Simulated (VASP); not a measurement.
# CdTe (F-43m) in VASP: settings compared

Aim: see how the results for CdTe move with the level of theory and the settings. Levels: LDA, PBEsol, r2SCAN. Tasks: electric field gradients.

Everything below comes from runs of VASP 6.6.1. Logs are shortened: lines on timing, memory, paths and dates and some standing lists are left out, and cuts for length are marked.

**Experimental background.**

From a printed reference work, data compilation, for a bulk crystal of CdTe at 0 K: band gap 1.607 eV.

The results are compared with them further down.

**1. The cell of the first run**

The structure is cubic, space group F-43m (No. 216). Conventional cell: a = 6.410 Å, b = 6.410 Å, c = 6.410 Å, α = 90.00°, β = 90.00°, γ = 90.00°. Within 3.7 Å of Cd (site symmetry -43m) lie 4 Te at 2.78 Å. Within 3.7 Å of Te (site symmetry -43m) lie 4 Cd at 2.78 Å.

**2. Electric field gradients, LDA**

INCAR

```
ALGO = Normal
EDIFF = 1E-8
ENCUT = 520
ISIF = 2
ISMEAR = -1
LASPH = True
LCHARG = False
LEFG = True
LREAL = False
LWAVE = False
NBANDS = 16
NELM = 100
PREC = Accurate
SIGMA = 0.08
```

KPOINTS

```
k-points
0
Gamma
  10 10 10
```

POSCAR

```
CdTe
1.0
    0.0000000000      3.2050000000      3.2050000000
    3.2050000000      0.0000000000      3.2050000000
    3.2050000000      3.2050000000      0.0000000000
Cd Te
1 1
Direct
    0.0000000000      0.0000000000      0.0000000000
    0.7500000000      0.7500000000      0.7500000000
```

Potentials or basis: VASP PAW LDA potentials, release 64 (Cd, Te).

Launch:

```console
cat potpaw_LDA.64/Cd/POTCAR potpaw_LDA.64/Te/POTCAR > POTCAR
mpirun -np 1 vasp_std > vasp.out
```

OUTCAR:

```text
EDIFF = 1E-8
   ENCUT = 520
   ISIF = 2
   ISMEAR = -1
   LASPH = True
   LREAL = False
   NELM = 100
   PREC = Accurate

 ion  position               nearest neighbor table
   1  0.000  0.000  0.000-   2 2.78   2 2.78   2 2.78   2 2.78
   2  0.750  0.750  0.750-   1 2.78   1 2.78   1 2.78   1 2.78

  LATTYP: Found a face centered cubic cell.
 ALAT       =     6.4100000000

  Lattice vectors:

 A1 = (   0.0000000000,   3.2050000000,   3.2050000000)
 A2 = (   3.2050000000,   0.0000000000,   3.2050000000)
 A3 = (   3.2050000000,   3.2050000000,   0.0000000000)

Analysis of symmetry for initial positions (statically):
[... 5 lines left out ...]
 face centered cubic supercell.

 Subroutine GETGRP returns: Found 24 space group operations
 (whereof 24 operations were pure point group operations)
 out of a pool of 48 trial point group operations.

The static configuration has the point symmetry T_d .

Analysis of symmetry for dynamics (positions and initial velocities):
[... 5 lines left out ...]
 face centered cubic supercell.

 Subroutine GETGRP returns: Found 24 space group operations
 (whereof 24 operations were pure point group operations)
 out of a pool of 48 trial point group operations.

The dynamic configuration has the point symmetry T_d .

 Subroutine INISYM returns: Found 24 space group operations
 (whereof 24 operations are pure point group operations),
 and found     1 'primitive' translations

----------------------------------------------------------------------------------------

                                     Primitive cell

  volume of cell :      65.8437

  direct lattice vectors                    reciprocal lattice vectors
     0.000000000  3.205000000  3.205000000    -0.156006240  0.156006240  0.156006240
     3.205000000  0.000000000  3.205000000     0.156006240 -0.156006240  0.156006240
     3.205000000  3.205000000  0.000000000     0.156006240  0.156006240 -0.156006240

  length of vectors
     4.532554467  4.532554467  4.532554467     0.270210734  0.270210734  0.270210734

  position of ions in fractional coordinates (direct lattice)
     0.000000000  0.000000000  0.000000000
     0.750000000  0.750000000  0.750000000

  ion indices of the primitive-cell ions
   primitive index   ion index
                 1           1
                 2           2

----------------------------------------------------------------------------------------

 KPOINTS: k-points

Automatic generation of k-mesh.
 Grid dimensions read from file:
 generate k-points for:   10   10   10

 Generating k-lattice:

  Cartesian coordinates                     Fractional coordinates (reciprocal lattice)
    -0.015600624  0.015600624  0.015600624     0.100000000  0.000000000  0.000000000
     0.015600624 -0.015600624  0.015600624     0.000000000  0.100000000  0.000000000
     0.015600624  0.015600624 -0.015600624     0.000000000  0.000000000  0.100000000

  Length of vectors
     0.027021073  0.027021073  0.027021073

  Shift w.r.t. Gamma in fractional coordinates (k-lattice)
     0.000000000  0.000000000  0.000000000

 Subroutine IBZKPT returns following result:
 ===========================================

 Found     47 irreducible k-points:

 Following reciprocal coordinates:
            Coordinates               Weight
  0.000000  0.000000  0.000000      1.000000
  0.100000  0.000000  0.000000      8.000000
  0.200000  0.000000  0.000000      8.000000
  0.300000  0.000000  0.000000      8.000000
  0.400000  0.000000  0.000000      8.000000
  0.500000  0.000000  0.000000      4.000000
[... 16 lines left out ...]
  0.300000  0.300000  0.000000      6.000000
  0.400000  0.300000  0.000000     24.000000
 [... further k-points ...]
   k-points           NKPTS =     47   k-points in BZ     NKDIM =     47   number of bands    NBANDS=     16
   number of dos      NEDOS =    301   number of ions     NIONS =      2
   total plane-waves  NPLWV =  46656
   dimension x,y,z NGX =    36 NGY =   36 NGZ =   36
   dimension x,y,z NGXF=    72 NGYF=   72 NGZF=   72
   ions per type =               1   1
   NGX,Y,Z   is equivalent  to a cutoff of  13.20, 13.20, 13.20 a.u.
   NGXF,Y,Z  is equivalent  to a cutoff of  26.41, 26.41, 26.41 a.u.
 SYSTEM =  unknown system
   PREC   = accura    normal or accurate (medium, high low for compatibility)
   ISTART =      0    job   : 0-new  1-cont  2-samecut
   ICHARG =      2    charge: 1-file 2-atom 10-const
   ISPIN  =      1    spin polarized calculation?
   LNONCOLLINEAR =      F non collinear calculations
   LSORBIT =      F    spin-orbit coupling
   LASPH  =      T    aspherical Exc in radial PAW
   ENCUT  =  520.0 eV  38.22 Ry    6.18 a.u.   8.43  8.43  8.43*2*pi/ulx,y,z
   NELM   =    100;   NELMIN=  2; NELMDL= -5     # of ELM steps
   EDIFF  = 0.1E-07   stopping-criterion for ELM
   LREAL  =      F    real-space projection
   EDIFFG = 0.1E-06   stopping-criterion for IOM
   NSW    =      0    number of steps for IOM
   IBRION =     -1    ionic relax: 0-MD 1-quasi-New 2-CG
   NFREE  =      0    steps in history (QN), initial steepest desc. (CG)
   ISIF   =      2    stress and relaxation
   ISYM   =      2    0-nonsym 1-usesym 2-fastsym
   POTIM  = 0.5000    time-step for ionic-motion
   TEBEG  =    0.0;   TEEND  =   0.0 temperature during run
   PSTRESS=    0.0 pullay stress
   NELECT =      18.0000    total number of electrons
   NUPDOWN=      -1.0000    fix difference up-down
   EMIN   =  10.00;   EMAX   =-10.00  energy-range for DOS
   EFERMI =   0.00;   METHOD = LEGACY
   ISMEAR =    -1;   SIGMA  =   0.08  broadening in eV -4-tet -1-fermi 0-gaus
   EFERMI_NEDOS =   21; number of points for ismear=-14 and -15
   IALGO  =     38    algorithm
   IMIX   =      4    mixing-type and parameters
     AMIX     =   0.40;   BMIX     =  1.00
     AMIX_MAG =   1.60;   BMIX_MAG =  1.00
  volume/ion in A,a.u.               =      32.92       222.17
  Fermi-wavevector in a.u.,A,eV,Ry     =   1.062497  2.007828 15.359610  1.128899
  Thomas-Fermi vector in A             =   2.197950
   LORBIT       =      0    0 simple, 1 ext, 2 COOP (PROOUT), +10 PAW based schemes
   GGA     = CA    functional components
   LHFCALC =     F    Hartree Fock is set to
   AEXX    =    0.0000 exact exchange contribution
   IVDW    =     0    specifies the selected vdW correction
   LEPSILON=     F    determine dielectric tensor
   LRPA    =     F    only Hartree local field effects (RPA)
 non-spin polarized calculation
  energy-cutoff  :      520.00
  volume of cell :       65.84
 maximum number of plane-waves:      1807
 NGX is ok and might be reduce to    36
   NGX = 17   NGY = 17   NGZ = 17

 number of electron      17.9999995 magnetization

 Free energy of the ion-electron system (eV)
  ---------------------------------------------------
  ext. energy  EPLUGINS =         0.00000000
  ---------------------------------------------------
  free energy    TOTEN  =        -6.05194398 eV

  energy without entropy =       -6.05184347  energy(sigma->0) =       -6.05189373

 E-fermi :   2.8911     XC(G=0):  -9.0900

 val. band max:        2.4654507712   @ k =   0.0000   0.0000   0.0000
 cond. band min:       3.1192105029   @ k =   0.0000   0.0000   0.0000
 fundamental gap:      0.6537597317
 Fermi energy:         2.8910643636

 k-point     1 :       0.0000    0.0000    0.0000
  band No.  band energies     occupation
      1      -8.9700      2.00000
      2      -5.9460      2.00000
      3      -5.9460      2.00000
      4      -5.9460      2.00000
      5      -5.6564      2.00000
      6      -5.6564      2.00000
[... 8 lines left out ...]
     15      11.8592      0.00000
     16      11.8592      0.00000

 k-point     2 :       0.1000    0.0000    0.0000
  band No.  band energies     occupation
      1      -8.9284      2.00000
      2      -5.9379      2.00000
      3      -5.9379      2.00000
      4      -5.9171      2.00000
      5      -5.6572      2.00000
      6      -5.6572      2.00000
[... 8 lines left out ...]
     15      11.2160      0.00000
     16      11.2160      0.00000

 k-point     3 :       0.2000    0.0000    0.0000
  band No.  band energies     occupation
      1      -8.8189      2.00000
      2      -5.9177      2.00000
      3      -5.9177      2.00000
      4      -5.8207      2.00000
      5      -5.6580      2.00000
      6      -5.6580      2.00000
[... 8 lines left out ...]
     15      10.8177      0.00000
     16      10.8177      0.00000
[... 362 lines left out ...]
 k-point    23 :       0.3000    0.3000    0.0000
  band No.  band energies     occupation
      1      -8.5913      2.00000
      2      -5.8314      2.00000
      3      -5.8314      2.00000
      4      -5.7656      2.00000
      5      -5.6345      2.00000
      6      -5.5483      2.00000
[... 8 lines left out ...]
     15      12.5978      0.00000
     16      13.9180      0.00000

 k-point    24 :       0.4000    0.3000    0.0000
  band No.  band energies     occupation
      1      -8.5075      2.00000
      2      -5.8199      2.00000
      3      -5.8086      2.00000
      4      -5.7487      2.00000
      5      -5.6315      2.00000
      6      -5.3948      2.00000
[... 8 lines left out ...]
     15      13.0034      0.00000
     16      14.1182      0.00000

 [... further k-points ...]
[... 5 lines left out ...]
  --------------------------------------------------------------------------------------
  -------------------------------------------------------------------------------------
  Total        0.0995851      0.0995851      0.0995851      0.0000000      0.0000000     -0.0000000
  in kB        2.4232087      2.4232087      2.4232087      0.0000000      0.0000000     -0.0000000
  external PRESSURE =       2.4232087 kB  Pullay stress =       0.0000000 kB

 VOLUME and BASIS-vectors are now :
 -----------------------------------------------------------------------------
  energy-cutoff  :      520.00
  volume of cell :       65.84
      direct lattice vectors                 reciprocal lattice vectors
     0.000000000  3.205000000  3.205000000    -0.156006240  0.156006240  0.156006240
     3.205000000  0.000000000  3.205000000     0.156006240 -0.156006240  0.156006240
     3.205000000  3.205000000  0.000000000     0.156006240  0.156006240 -0.156006240

 POSITION                                       TOTAL-FORCE (eV/Angst)
 -----------------------------------------------------------------------------------
      0.00000      0.00000      0.00000         0.000000      0.000000      0.000000
      4.80750      4.80750      4.80750        -0.000000     -0.000000     -0.000000
 -----------------------------------------------------------------------------------
    total drift:                               -0.000000     -0.000000     -0.000000

  FREE ENERGIE OF THE ION-ELECTRON SYSTEM (eV)
  ---------------------------------------------------
  free  energy   TOTEN  =        -6.0519439824 eV

  energy  without entropy=       -6.0518434719  energy(sigma->0) =       -6.05189373

 Electric field gradients (V/A^2)
---------------------------------------------------------------------
 ion       V_xx      V_yy      V_zz      V_xy      V_xz      V_yz
---------------------------------------------------------------------
   1      -0.000     0.000     0.000     0.001     0.001     0.001
   2       0.000    -0.000    -0.000    -0.000    -0.000    -0.000
---------------------------------------------------------------------

 Electric field gradients after diagonalization (V/A^2)
 (convention: |V_zz| > |V_xx| > |V_yy|)
----------------------------------------------------------------------
 ion       V_xx      V_yy      V_zz     asymmetry (V_yy - V_xx)/ V_zz
----------------------------------------------------------------------
   1      -0.001    -0.001     0.002       0.000
   2       0.000     0.000    -0.000       0.000
----------------------------------------------------------------------

           NMR quadrupolar parameters

 Cq : quadrupolar parameter    Cq=e*Q*V_zz/h
 eta: asymmetry parameters     (V_yy - V_xx)/ V_zz
 Q  : nuclear electric quadrupole moment in mb (millibarn)
----------------------------------------------------------------------
 ion       Cq(MHz)       eta       Q (mb)
----------------------------------------------------------------------
   1       0.000       0.000       1.000
   2      -0.000       0.000       1.000
----------------------------------------------------------------------
```

Wall time 25 s (1 thread of Intel Xeon Platinum 8559C (Emerald Rapids), shared host); peak memory 0.2 GiB.

Results:

```
Free energy            : -6.0519 eV
Pressure               : 0.2 GPa
Band gap on the k mesh : 0.65 eV, direct
```

Caveat: without QUAD_EFG the Cq values of the log hold for a quadrupole moment of 1 mb, not for the nuclei; spin-orbit coupling is left out, which moves the levels of the heavy elements.

**3. Electric field gradients, PBEsol**

INCAR: that of step 2 with these lines changed.

```diff
@@ -3,2 +3,3 @@
 ENCUT = 520
+GGA = PS
 ISIF = 2
```

KPOINTS is that of step 2.

POSCAR is that of step 2.

Potentials or basis: VASP PAW PBE potentials, release 64 (Cd, Te).

Launch:

```console
cat potpaw_PBE.64/Cd/POTCAR potpaw_PBE.64/Te/POTCAR > POTCAR
mpirun -np 1 vasp_std > vasp.out
```

OUTCAR:

```text
EDIFF = 1E-8
   ENCUT = 520
   GGA = PS
   ISIF = 2
   ISMEAR = -1
   LASPH = True
   LREAL = False
   NELM = 100
   PREC = Accurate

 ion  position               nearest neighbor table
   1  0.000  0.000  0.000-   2 2.78   2 2.78   2 2.78   2 2.78
   2  0.750  0.750  0.750-   1 2.78   1 2.78   1 2.78   1 2.78

  LATTYP: Found a face centered cubic cell.
 ALAT       =     6.4100000000

  Lattice vectors:

 A1 = (   0.0000000000,   3.2050000000,   3.2050000000)
 A2 = (   3.2050000000,   0.0000000000,   3.2050000000)
 A3 = (   3.2050000000,   3.2050000000,   0.0000000000)

Analysis of symmetry for initial positions (statically):
[... 5 lines left out ...]
 face centered cubic supercell.

 Subroutine GETGRP returns: Found 24 space group operations
 (whereof 24 operations were pure point group operations)
 out of a pool of 48 trial point group operations.

[... 639 lines left out ...]
  energy-cutoff  :      520.00
  volume of cell :       65.84
      direct lattice vectors                 reciprocal lattice vectors
     0.000000000  3.205000000  3.205000000    -0.156006240  0.156006240  0.156006240
     3.205000000  0.000000000  3.205000000     0.156006240 -0.156006240  0.156006240
     3.205000000  3.205000000  0.000000000     0.156006240  0.156006240 -0.156006240

 POSITION                                       TOTAL-FORCE (eV/Angst)
 -----------------------------------------------------------------------------------
      0.00000      0.00000      0.00000         0.000000      0.000000      0.000000
      4.80750      4.80750      4.80750        -0.000000     -0.000000     -0.000000
 -----------------------------------------------------------------------------------
    total drift:                                0.000000      0.000000      0.000000

  FREE ENERGIE OF THE ION-ELECTRON SYSTEM (eV)
  ---------------------------------------------------
  free  energy   TOTEN  =        -5.4752448700 eV

  energy  without entropy=       -5.4751866117  energy(sigma->0) =       -5.47521574

 Electric field gradients (V/A^2)
---------------------------------------------------------------------
 ion       V_xx      V_yy      V_zz      V_xy      V_xz      V_yz
---------------------------------------------------------------------
   1      -0.000     0.000    -0.000     0.001     0.001     0.001
   2      -0.000     0.000     0.000    -0.000    -0.000    -0.000
---------------------------------------------------------------------

 Electric field gradients after diagonalization (V/A^2)
 (convention: |V_zz| > |V_xx| > |V_yy|)
----------------------------------------------------------------------
 ion       V_xx      V_yy      V_zz     asymmetry (V_yy - V_xx)/ V_zz
----------------------------------------------------------------------
   1      -0.001    -0.001     0.001       0.000
   2       0.000     0.000    -0.000       0.000
----------------------------------------------------------------------

           NMR quadrupolar parameters

 Cq : quadrupolar parameter    Cq=e*Q*V_zz/h
 eta: asymmetry parameters     (V_yy - V_xx)/ V_zz
 Q  : nuclear electric quadrupole moment in mb (millibarn)
----------------------------------------------------------------------
 ion       Cq(MHz)       eta       Q (mb)
----------------------------------------------------------------------
   1       0.000       0.000       1.000
   2      -0.000       0.000       1.000
----------------------------------------------------------------------
```

OSZICAR:

```text
N       E                     dE             d eps       ncg     rms          rms(c)
DAV:   1     0.101434948507E+03    0.10143E+03   -0.83213E+03  1520   0.978E+02
DAV:   2    -0.218058872268E+01   -0.10362E+03   -0.98419E+02  1808   0.239E+02
DAV:   3    -0.569678143123E+01   -0.35162E+01   -0.35108E+01  1776   0.457E+01
DAV:   4    -0.573015705369E+01   -0.33376E-01   -0.33374E-01  2296   0.389E+00
DAV:   5    -0.573022182507E+01   -0.64771E-04   -0.64771E-04  1856   0.167E-01    0.587E+00
DAV:   6    -0.549429662029E+01    0.23593E+00   -0.43496E-01  1832   0.856E+00    0.482E+00
DAV:   7    -0.547613900521E+01    0.18158E-01   -0.10423E-01  1800   0.216E+00    0.190E+00
DAV:   8    -0.547523166413E+01    0.90734E-03   -0.10546E-02  1728   0.119E+00    0.500E-01
DAV:   9    -0.547520059892E+01    0.31065E-04   -0.73922E-04  1848   0.303E-01    0.124E-01
DAV:  10    -0.547522602814E+01   -0.25429E-04   -0.10384E-04  1840   0.931E-02    0.558E-02
DAV:  11    -0.547524727283E+01   -0.21245E-04   -0.46802E-05  1824   0.442E-02    0.416E-02
DAV:  12    -0.547524515374E+01    0.21191E-05   -0.41700E-06  1688   0.150E-02    0.211E-02
DAV:  13    -0.547524493150E+01    0.22224E-06   -0.67714E-07  1984   0.379E-03    0.966E-03
DAV:  14    -0.547524487707E+01    0.54426E-07   -0.41494E-07  1776   0.490E-03    0.459E-03
DAV:  15    -0.547524486995E+01    0.71204E-08   -0.48886E-08  1944   0.192E-03
   1 F= -.54752449E+01 E0= -.54752157E+01  d E =-.582583E-04
```

It took 25 s on 1 thread of Intel Xeon Platinum 8559C (Emerald Rapids), shared host; peak memory 0.23 GiB.

Results:

```yaml
Free_energy: -5.4752 eV
Pressure: 1.8 GPa
Band_gap_on_the_k_mesh: 0.76 eV, direct
```

Levels at points of the mesh, in eV from the valence-band top:
| k point | band 5 | band 6 | band 7 | band 8 | band 9 | band 10 | band 11 | band 12 | band 13 | band 14 |
| --- | --- | --- | --- | --- | --- | --- | --- | --- | --- | --- |
| (0.00, 0.00, 0.00) | -8.09 | -8.09 | 0.00 | 0.00 | 0.00 | 0.76 | 4.52 | 4.52 | 4.52 | 7.34 |
| (0.50, 0.00, 0.00) | -8.08 | -7.71 | -4.67 | -0.83 | -0.83 | 1.76 | 5.11 | 5.11 | 6.95 | 8.65 |
| (0.50, 0.50, 0.00) | -8.05 | -7.57 | -4.51 | -2.00 | -2.00 | 2.41 | 2.59 | 8.91 | 9.24 | 9.24 |

Caveat: without QUAD_EFG the Cq values of the log hold for a quadrupole moment of 1 mb, not for the nuclei; the PAW data sets were made with another functional, which shifts forces and pressure a little; spin-orbit coupling is left out, which moves the levels of the heavy elements.

[end of part 1 of 2]
